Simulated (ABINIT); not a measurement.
Wanted: the native input for an ABINIT 10.8.3 (patched build) run.

| Quantity | Value |
| --- | --- |
| Task | band structure |
| Functional | BP86 |
| Potentials or basis | JTH PAW PBE v2.0 |
| Cutoff | 544 eV |
| k mesh | 8 × 8 × 8 |
| Occupations | fermi-dirac, width 0.05 eV |
| Spin | no spin polarisation |
| Fine-grid cutoff | 1088.46 eV |
| Exchange and correlation inside the PAW spheres | full angular mesh (pawxcdev 0, this build's default; the released program takes 1) |

Crystal: GaP.

```xyz
2
Lattice="0.0000 2.7252 2.7252 2.7252 0.0000 2.7252 2.7252 2.7252 0.0000" Properties=species:S:1:pos:R:3 pbc="T T T"
Ga    0.0000    0.0000    0.0000
P     4.0879    4.0879    4.0879
```

One way to write it, as run:

run.abi

```
# Datasets: ground state, then fixed potential
ndtset 2

# Pseudopotentials
pp_dirpath "./"
pseudos "Ga.GGA_PBE-JTH.xml, P.GGA_PBE-JTH.xml"

# Structure
acell 3*1.0
rprim
     0.0000000000     5.1499761211     5.1499761211
     5.1499761211     0.0000000000     5.1499761211
     5.1499761211     5.1499761211     0.0000000000
ntypat 2
znucl 31 15
natom 2
typat 1 2
xred
     0.0000000000     0.0000000000     0.0000000000
     0.7500000000     0.7500000000     0.7500000000

# Plane-wave basis
ecut 20.0
pawecutdg 40.0

# Exchange and correlation
ixc -106132

# Bands and occupations
occopt 3
tsmear 0.05 eV

# SCF cycle
nstep 100

# Output
iomode 3
prtwf 0
prteig 0
prtebands 0
enunit 1
prtden1 1

# Dataset 1
kptopt1 1
ngkpt1 8 8 8
nshiftk1 1
shiftk1 0.0 0.0 0.0
nband1 13
tolvrs1 1.0e-9

# Dataset 2: bands along G-X-W-K-G-L-U-W-L-K
iscf2 -2
getden2 1
nband2 17
nbdbuf2 2
tolwfr2 1.0e-12
kptopt2 -9
ndivsm2 5
prteig2 1
prtvol2 -3
kptbounds2
     0.0000000000     0.0000000000     0.0000000000
     0.5000000000     0.0000000000     0.5000000000
     0.5000000000     0.2500000000     0.7500000000
     0.3750000000     0.3750000000     0.7500000000
     0.0000000000     0.0000000000     0.0000000000
     0.5000000000     0.5000000000     0.5000000000
     0.6250000000     0.2500000000     0.6250000000
     0.5000000000     0.2500000000     0.7500000000
     0.5000000000     0.5000000000     0.5000000000
     0.3750000000     0.3750000000     0.7500000000
```

Potentials or basis: JTH PAW PBE v2.0.

Launch:

```bash
$ abinit run.abi > log 2>&1
```

Results of the run:

```yaml
Pressure: 3.0 GPa
Band_gap_on_the_k_mesh: 1.64 eV, indirect (least direct gap 1.75 eV)
Band_gap_along_the_path: 1.61 eV, indirect (least direct gap 1.75 eV)
Valence_electrons_inside_the_program's_atomic_spheres: Ga 11.08; P 1.60
```

Caveat: the PAW data sets were made with another functional, which shifts forces and pressure a little.

Run time: 42 s on 1 thread of Arm Neoverse V1, on a shared host, peak memory 0.12 GiB.
